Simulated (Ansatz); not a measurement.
**Si$_{2}$Ni: comparing deformations**

The calculation used DFT PBE, scalar-relativistic, plane waves, PAW (Ansatz 0.2.0). Settings: plane waves to 420 eV, k-mesh 16×16×16 (Γ-centred), Gaussian smearing 0.15 eV. No spin polarisation. A magnetic state may lie lower. Energies are free energies at this smearing, counted from the undisturbed cell; pressure is positive in compression.

Zero of the scan (relaxed at this level; with this scan's settings it stands at -0.1 GPa):

```yaml
crystal:
  lattice:
    - [0.00000, 2.72341, 2.72341]
    - [2.72341, 0.00000, 2.72341]
    - [2.72341, 2.72341, 0.00000]
  atoms:
    - { symbol: Si, position: [0.25000, 0.25000, 0.25000] }
    - { symbol: Si, position: [0.75000, 0.75000, 0.75000] }
    - { symbol: Ni, position: [0.00000, 0.00000, 0.00000] }
```

The cell is strained by ε times a Voigt pattern (xx, yy, zz, yz, xz, xy; engineering shear) with fractional coordinates fixed. τ = (1/V0) dE/dε comes from the stress tensor. Of each scan, only the three points used here are listed.

| pattern | ε | τ (GPa) |
| --- | --- | --- |
| (0, 0, 0, 1, 0, 0) | -0.0187 | -2.05 |
| (0, 0, 0, 1, 0, 0) | 0.0000 | 0.00 |
| (0, 0, 0, 1, 0, 0) | 0.0187 | 2.05 |
| (1, -1, 0, 0, 0, 0) | -0.0025 | -0.24 |
| (1, -1, 0, 0, 0, 0) | 0.0000 | 0.00 |
| (1, -1, 0, 0, 0, 0) | 0.0025 | 0.24 |
| (1, 1, 0, 0, 0, 0) | -0.0150 | -9.51 |
| (1, 1, 0, 0, 0, 0) | 0.0000 | 0.20 |
| (1, 1, 0, 0, 0, 0) | 0.0150 | 8.79 |
| (0, 0, 1, 0, 0, 0) | -0.0150 | -2.64 |
| (0, 0, 1, 0, 0, 0) | 0.0000 | 0.10 |
| (0, 0, 1, 0, 0, 0) | 0.0150 | 2.64 |

Task: Which constants do the scans give, and which deformation costs least for the same size of strain tensor?

Result: The slope dτ/dε at zero (parabola through three points) is pᵀCp: (0, 0, 0, 1, 0, 0) gives C44 = 110 GPa; (1, -1, 0, 0, 0, 0) gives 2(C11 − C12) = 94 GPa; (1, 1, 0, 0, 0, 0) gives 2(C11 + C12) = 610 GPa; (0, 0, 1, 0, 0, 0) gives C11 = 176 GPa. The size of the strain tensor, ε:ε, is ε² times 0.5, 2.0, 2.0, 1.0. Per unit of it the stiffnesses are 220, 47, 305, 176 GPa, so (1, -1, 0, 0, 0, 0) is the softest of these: at ε:ε = (1 %)² the quadratic term costs 0.20 meV/atom against 1.28 for the stiffest. These are clamped-ion values.

Task: What else follows for this cubic crystal?

Result: From the unrounded slopes C11 = 176.0 and C12 = 129.0 GPa, so B = (C11 + 2 C12)/3 = 145 GPa and the Poisson ratio for a pull along a cube edge is C12/(C11 + C12) = 0.42. Symmetry also asks 2(C11 − C12) = 94 GPa, against 94 from its own scan.

Task: How anisotropic is this cubic crystal?

Result: Zener's ratio 2 C44/(C11 − C12) = 4.67 with clamped ions; it is 1 for an isotropic solid.

Forces appear on the atoms along this scan, and letting them relax would lower the energy and soften the response. In a metal these slopes depend on the k mesh and the smearing.